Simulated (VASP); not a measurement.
# Ag in VASP: relaxation of the atoms with LDA

Aim: the relaxation of the atoms of Ag with LDA.

Program: VASP 6.6.1. These are calculated values, not measurements. Logs are shortened: lines on timing, memory, paths and dates and some standing lists are left out, and cuts for length are marked.

**1. The slab as given**

The cell holds a slab with vacuum, 4 atoms: a = 2.953 Å, b = 2.953 Å, c = 26.113 Å, α = 90.00°, β = 90.00°, γ = 90.00°.

The cell was built by a generator and needn't be a form met in nature.

**2. Relaxation of the atoms, LDA**

INCAR reads:

```
SYSTEM = Ag
PREC = Accurate
ENCUT = 520
EDIFF = 1E-7
ISMEAR = 1
SIGMA = 0.1
LREAL = .False.
LASPH = .True.
NELM = 120
ALGO = Fast
ISIF = 2
LWAVE = .False.
LCHARG = .False.
LDIPOL = .True.
IDIPOL = 3
DIPOL = 0.5 0.5 0.500
GGA = CA
IBRION = 2
NSW = 90
EDIFFG = -0.02
KPAR = 2
```

KPOINTS reads:

```
Automatic mesh
0
Gamma
  11 11 1
  0 0 0
```

POSCAR reads:

```
Ag
1.0
    2.9525243200      0.0000000000      0.0000000000
    0.0000000000      2.9525243200      0.0000000000
    0.0000000000      0.0000000000     26.1128822100
Ag
4
Direct
    0.0000000000      0.0000000000      0.3899081300
    0.5000000000      0.5000000000      0.4633014500
    0.0000000000      0.0000000000      0.5366947700
    0.5000000000      0.5000000000      0.6100918700
```

Potentials or basis: VASP PAW LDA potentials, release 64 (Ag).

Launch:

```sh
cat potpaw_LDA.64/Ag/POTCAR > POTCAR
mpirun -np 2 vasp_std > vasp.out
```

OUTCAR:

```text
SYSTEM = Ag
   PREC = Accurate
   ENCUT = 520
   EDIFF = 1E-7
   ISMEAR = 1
   LREAL = .False.
   LASPH = .True.
   NELM = 120
   ISIF = 2
   GGA = CA
   IBRION = 2
   NSW = 90
   EDIFFG = -0.02

 ion  position               nearest neighbor table
   1  0.000  0.000  0.390-   2 2.83   2 2.83   2 2.83   2 2.83
   2  0.500  0.500  0.463-   3 2.83   3 2.83   3 2.83   3 2.83   1 2.83   1 2.83   1 2.83   1 2.83

   3  0.000  0.000  0.537-   2 2.83   2 2.83   2 2.83   2 2.83   4 2.83   4 2.83   4 2.83   4 2.83

   4  0.500  0.500  0.610-   3 2.83   3 2.83   3 2.83   3 2.83

  LATTYP: Found a simple tetragonal cell.
 ALAT       =     2.9525243200
 C/A-ratio  =     8.8442564327

  Lattice vectors:

 A1 = (   2.9525243200,   0.0000000000,   0.0000000000)
 A2 = (   0.0000000000,   2.9525243200,   0.0000000000)
 A3 = (   0.0000000000,   0.0000000000,  26.1128822100)

Analysis of symmetry for initial positions (statically):
=====================================================================
 Subroutine PRICEL returns:
 Original cell was already a primitive cell.

 Routine SETGRP: Setting up the symmetry group for a
 simple tetragonal supercell.

 Subroutine GETGRP returns: Found 16 space group operations
 (whereof  8 operations were pure point group operations)
 out of a pool of 16 trial point group operations.

The static configuration has the point symmetry C_4v.
 The point group associated with its full space group is D_4h.

Analysis of symmetry for dynamics (positions and initial velocities):
=====================================================================
 Subroutine PRICEL returns:
 Original cell was already a primitive cell.

 Routine SETGRP: Setting up the symmetry group for a
 simple tetragonal supercell.

 Subroutine GETGRP returns: Found 16 space group operations
 (whereof  8 operations were pure point group operations)
 out of a pool of 16 trial point group operations.

The dynamic configuration has the point symmetry C_4v.
 The point group associated with its full space group is D_4h.

 Subroutine INISYM returns: Found 16 space group operations
 (whereof  8 operations are pure point group operations),
 and found     1 'primitive' translations

----------------------------------------------------------------------------------------

                                     Primitive cell

  volume of cell :     227.6364

  direct lattice vectors                    reciprocal lattice vectors
     2.952524320  0.000000000  0.000000000     0.338693230  0.000000000  0.000000000
     0.000000000  2.952524320  0.000000000     0.000000000  0.338693230  0.000000000
     0.000000000  0.000000000 26.112882210     0.000000000  0.000000000  0.038295275

  length of vectors
     2.952524320  2.952524320 26.112882210     0.338693230  0.338693230  0.038295275

  position of ions in fractional coordinates (direct lattice)
     0.000000000  0.000000000  0.389908130
     0.500000000  0.500000000  0.463301450
     0.000000000  0.000000000  0.536694770
     0.500000000  0.500000000  0.610091870

  ion indices of the primitive-cell ions
   primitive index   ion index
                 1           1
                 2           2
                 3           3
                 4           4

----------------------------------------------------------------------------------------

 KPOINTS: Automatic mesh

Automatic generation of k-mesh.
 Grid dimensions read from file:
 generate k-points for:   11   11    1

 Generating k-lattice:

  Cartesian coordinates                     Fractional coordinates (reciprocal lattice)
     0.030790294  0.000000000  0.000000000     0.090909091  0.000000000  0.000000000
     0.000000000  0.030790294  0.000000000     0.000000000  0.090909091  0.000000000
     0.000000000  0.000000000  0.038295275     0.000000000  0.000000000  1.000000000

  Length of vectors
     0.030790294  0.030790294  0.038295275

  Shift w.r.t. Gamma in fractional coordinates (k-lattice)
     0.000000000  0.000000000  0.000000000

 Subroutine IBZKPT returns following result:
 ===========================================

 Found     21 irreducible k-points:

 Following reciprocal coordinates:
            Coordinates               Weight
  0.000000  0.000000  0.000000      1.000000
  0.090909  0.000000  0.000000      4.000000
  0.181818  0.000000  0.000000      4.000000
  0.272727  0.000000  0.000000      4.000000
  0.363636  0.000000  0.000000      4.000000
  0.454545  0.000000  0.000000      4.000000
[... 13 lines left out ...]
  0.454545  0.363636  0.000000      8.000000
  0.454545  0.454545  0.000000      4.000000
   k-points           NKPTS =     21   k-points in BZ     NKDIM =     21   number of bands    NBANDS=     26
   number of dos      NEDOS =    301   number of ions     NIONS =      4
   total plane-waves  NPLWV = 112896
   dimension x,y,z NGX =    24 NGY =   24 NGZ =  196
   dimension x,y,z NGXF=    48 NGYF=   48 NGZF=  392
   ions per type =               4
   NGX,Y,Z   is equivalent  to a cutoff of  13.51, 13.51, 12.48 a.u.
   NGXF,Y,Z  is equivalent  to a cutoff of  27.03, 27.03, 24.96 a.u.
 SYSTEM =  Ag
   PREC   = accura    normal or accurate (medium, high low for compatibility)
   ISTART =      0    job   : 0-new  1-cont  2-samecut
   ICHARG =      2    charge: 1-file 2-atom 10-const
   ISPIN  =      1    spin polarized calculation?
   LNONCOLLINEAR =      F non collinear calculations
   LSORBIT =      F    spin-orbit coupling
   LASPH  =      T    aspherical Exc in radial PAW
   ENCUT  =  520.0 eV  38.22 Ry    6.18 a.u.   5.49  5.49 48.55*2*pi/ulx,y,z
   NELM   =    120;   NELMIN=  2; NELMDL= -5     # of ELM steps
   EDIFF  = 0.1E-06   stopping-criterion for ELM
   LREAL  =      F    real-space projection
   EDIFFG = -.2E-01   stopping-criterion for IOM
   NSW    =     90    number of steps for IOM
   IBRION =      2    ionic relax: 0-MD 1-quasi-New 2-CG
   NFREE  =      1    steps in history (QN), initial steepest desc. (CG)
   ISIF   =      2    stress and relaxation
   ISYM   =      2    0-nonsym 1-usesym 2-fastsym
   POTIM  = 0.5000    time-step for ionic-motion
   TEBEG  =    0.0;   TEEND  =   0.0 temperature during run
   PSTRESS=    0.0 pullay stress
   NELECT =      44.0000    total number of electrons
   NUPDOWN=      -1.0000    fix difference up-down
   EMIN   =  10.00;   EMAX   =-10.00  energy-range for DOS
   EFERMI =   0.00;   METHOD = LEGACY
   ISMEAR =     1;   SIGMA  =   0.10  broadening in eV -4-tet -1-fermi 0-gaus
   EFERMI_NEDOS =   21; number of points for ismear=-14 and -15
   IALGO  =     68    algorithm
   IMIX   =      4    mixing-type and parameters
     AMIX     =   0.40;   BMIX     =  1.00
     AMIX_MAG =   1.60;   BMIX_MAG =  1.00
  volume/ion in A,a.u.               =      56.91       384.04
  Fermi-wavevector in a.u.,A,eV,Ry     =   0.946553  1.788727 12.190322  0.895963
  Thomas-Fermi vector in A             =   2.074562
   LORBIT       =      0    0 simple, 1 ext, 2 COOP (PROOUT), +10 PAW based schemes
   GGA     = CA    functional components
   LHFCALC =     F    Hartree Fock is set to
   AEXX    =    0.0000 exact exchange contribution
   IVDW    =     0    specifies the selected vdW correction
   LEPSILON=     F    determine dielectric tensor
   LRPA    =     F    only Hartree local field effects (RPA)
 conjugate gradient relaxation of ions
 non-spin polarized calculation
 RMM-DIIS sequential band-by-band and
 Methfessel and Paxton  Order N= 1 SIGMA  =   0.10
  energy-cutoff  :      520.00
  volume of cell :      227.64
 maximum number of plane-waves:      6209
 NGX is ok and might be reduce to    24
   NGX = 11   NGY = 11   NGZ = 97

--------------------------------------- Ionic step        1  -------------------------------------------

 number of electron      44.0000015 magnetization

 Free energy of the ion-electron system (eV)
  ---------------------------------------------------
  ext. energy  EPLUGINS =         0.00000000
  ---------------------------------------------------
  free energy    TOTEN  =       -13.63018471 eV

  energy without entropy =      -13.62797038  energy(sigma->0) =      -13.62944660

------------------------ aborting loop because EDIFF is reached ----------------------------------------

  FORCE on cell =-STRESS in cart. coord.  units (eV):
  Direction    XX          YY          ZZ          XY          YZ          ZX
  --------------------------------------------------------------------------------------
  -------------------------------------------------------------------------------------
  Total       -4.1618601     -4.1618601     -1.5184824      0.0000000      0.0000000      0.0000000
  in kB      -29.2924892    -29.2924892    -10.6875597      0.0000000      0.0000000      0.0000000
  external PRESSURE =     -23.0908460 kB  Pullay stress =       0.0000000 kB
[... 175 lines left out ...]
  energy  without entropy=      -13.6585457370  energy(sigma->0) =      -13.65949495

--------------------------------------- Ionic step        6  -------------------------------------------

 number of electron      44.0000016 magnetization

 dipolmoment           0.000000      0.000000      0.000573 electrons x Angstroem

 Free energy of the ion-electron system (eV)
  ---------------------------------------------------
  ext. energy  EPLUGINS =         0.00000000
  ---------------------------------------------------
  free energy    TOTEN  =       -13.66054472 eV

  energy without entropy =      -13.65888934  energy(sigma->0) =      -13.65999293

 E-fermi :  -0.6029     XC(G=0):  -4.4007

 val. band max:       -0.6136162715   @ k =   0.3636   0.0000   0.0000
 cond. band min:      -0.5344505134   @ k =   0.4545   0.0000   0.0000
 fundamental gap:      0.0791657581
 Fermi energy:        -0.6029207491

 k-point     1 :       0.0000    0.0000    0.0000
  band No.  band energies     occupation
      1      -8.3385      2.00000
      2      -7.2691      2.00000
      3      -7.1312      2.00000
      4      -6.7433      2.00000
      5      -6.5215      2.00000
      6      -6.4702      2.00000
[... 598 lines left out ...]
     25       4.9536      0.00000
     26       5.5239      0.00000

------------------------ aborting loop because EDIFF is reached ----------------------------------------

 vacuum level on the upper side and lower side of the slab       (xc-potential included)        -0.094        -0.106

  FORCE on cell =-STRESS in cart. coord.  units (eV):
  Direction    XX          YY          ZZ          XY          YZ          ZX
  --------------------------------------------------------------------------------------
  -------------------------------------------------------------------------------------
  Total       -3.0935807     -3.0935807     -0.0200756      0.0000000      0.0000000      0.0000000
  in kB      -21.7736005    -21.7736005     -0.1412986      0.0000000      0.0000000      0.0000000
  external PRESSURE =     -14.5628332 kB  Pullay stress =       0.0000000 kB

 VOLUME and BASIS-vectors are now :
 -----------------------------------------------------------------------------
  energy-cutoff  :      520.00
  volume of cell :      227.64
      direct lattice vectors                 reciprocal lattice vectors
     2.952524320  0.000000000  0.000000000     0.338693230  0.000000000  0.000000000
     0.000000000  2.952524320  0.000000000     0.000000000  0.338693230  0.000000000
     0.000000000  0.000000000 26.112882210     0.000000000  0.000000000  0.038295275
[... 10 lines left out ...]
  FREE ENERGIE OF THE ION-ELECTRON SYSTEM (eV)
  ---------------------------------------------------
  free  energy   TOTEN  =       -13.6605447195 eV

  energy  without entropy=      -13.6588893409  energy(sigma->0) =      -13.65999293

 reached required accuracy - stopping structural energy minimisation

 vacuum level on the upper side and lower side of the slab         3.796         3.784
```

Wall time 3.3 min (2 MPI ranks of Intel Xeon 6975P-C (Granite Rapids), shared host); peak memory 0.28 GiB.

Results:

| Item | Value |
| --- | --- |
| Free energy | -13.6605 eV |
| Energy gained by relaxing | 7.6 meV/atom |
| Ionic steps | 6 |
| Largest force after relaxing | 0.005 eV/Å |
| Band gap on the k mesh | none (metal or under the smearing width) |

Forces on the atoms (eV/Å):
```
Ag   0.000  0.000 -0.004
Ag   0.000  0.000  0.005
Ag   0.000  0.000 -0.005
Ag   0.000  0.000  0.004
```

The path:
```tsv
step	energy change (eV)	largest force (eV/Å)	pressure (GPa)
1	0.0000	0.3340	-2.31
2	-0.0127	0.2456	-2.18
3	-0.0199	0.1475	-1.95
4	-0.0235	0.1232	-1.86
5	-0.0298	0.0425	-1.58
6	-0.0304	0.0049	-1.46
```

Final structure:
```
CELL_PARAMETERS angstrom
2.95252 0.00000 0.00000
0.00000 2.95252 0.00000
0.00000 0.00000 26.11288
ATOMIC_POSITIONS crystal
Ag 0.00000 0.00000 0.39351
Ag 0.50000 0.50000 0.46356
Ag 0.00000 0.00000 0.53643
Ag 0.50000 0.50000 0.60649
```

Levels at points of the mesh, in eV from the Fermi level:
```tsv
k point	band 18	band 19	band 20	band 21	band 22	band 23	band 24	band 25	band 26
(0.00, 0.00, 0.00)	-3.53	-3.24	-3.08	-3.00	-3.00	-2.43	0.12	1.90	4.45
```
